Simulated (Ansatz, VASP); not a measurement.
**Cs: VASP beside Ansatz**

```
CELL_PARAMETERS angstrom
-2.78070 2.78070 3.26430
2.78070 -2.78070 3.26430
2.78070 2.78070 -3.26430
ATOMIC_POSITIONS crystal
Cs 0.00000 0.00000 0.00000
```

Change from the starting cell: strain -0.080 along x and y, +0.080 along z, atoms carried along.

Alike in both runs: task single point; functional LDA; k mesh 12 × 12 × 12; occupations gaussian, width 0.15 eV; no spin polarisation.

|  | VASP | Ansatz |
| --- | --- | --- |
| version | VASP 6.6.1 | Ansatz 0.2.0 |
| potentials or method | VASP PAW LDA potentials, release 64 (Cs_sv) | scalar-relativistic, plane waves, PAW |
| plane-wave cutoff (eV) | 520 | 420 |
| valence electrons in the cell | 9 | 9 |

|  | VASP | Ansatz | Ansatz less VASP |
| --- | --- | --- | --- |
| gap on the k mesh at the Fermi level (eV) | none | none | - |
| pressure (GPa) | -0.1 | -0.1 | +0.01 |

A gap of «none» marks a metal or a gap that the smearing closes.

The runs have no spin-orbit coupling, so splittings on Cs are missing.
